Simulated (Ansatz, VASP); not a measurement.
**Sb in VASP and in Ansatz**

The input INCAR:

```
  ALGO = Normal
  EDIFF = 1E-7
  ENCUT = 520
  GGA = PE
  ISIF = 2
  ISMEAR = -1
  LASPH = T
  LCHARG = F
  LREAL = F
  LWAVE = F
  NBANDS = 8
  NELM = 60
  PREC = Accurate
  SIGMA = 0.05
```

Contents of KPOINTS:

```
k-points
0
Gamma
  10 10 10
```

Contents of POSCAR:

```
Sb
1.0
   -1.8837342335      1.8837342335      1.8837342335
    1.8837342335     -1.8837342335      1.8837342335
    1.8837342335      1.8837342335     -1.8837342335
Sb
1
Direct
    0.0000000000      0.0000000000      0.0000000000
```

The input input.yaml:

```yaml
crystal:
  lattice:
    - [-1.8837342335, 1.8837342335, 1.8837342335]
    - [1.8837342335, -1.8837342335, 1.8837342335]
    - [1.8837342335, 1.8837342335, -1.8837342335]
  atoms:
    - { symbol: Sb, position: [0.0, 0.0, 0.0] }
hamiltonian:
  xc: pbe
  pseudopotentials: { kind: paw }
kpoints:
  mp_grid: { grid: [10, 10, 10] }
scf:
  occupations: { method: fermi_dirac, width: 0.05 }
output:
  forces: true
  stress: true
  eigenvalues: true
```

Change from the starting cell: volume scaled by 1.02.

Alike in both runs: task single point; functional PBE; k mesh 10 × 10 × 10; occupations fermi-dirac, width 0.05 eV; no spin polarisation.

|  | VASP | Ansatz |
| --- | --- | --- |
| version | VASP 6.6.1 | Ansatz 0.2.0 |
| potentials or method | VASP PAW PBE potentials, release 64 (Sb) | Ansatz PAW |
| plane-wave cutoff (eV) | 520 | 420 |
| valence electrons in the cell | 5 | 15 |

```tsv
	VASP	Ansatz	Ansatz less VASP
gap on the k mesh at the Fermi level (eV)	none	none	-
pressure (GPa)	1.7	1.8	+0.13
```

A gap of «none» marks a metal or a gap that the smearing closes. The two sets of potentials don't hold the same shells in valence.

Spin-orbit coupling is left out, which matters for the levels of Sb.
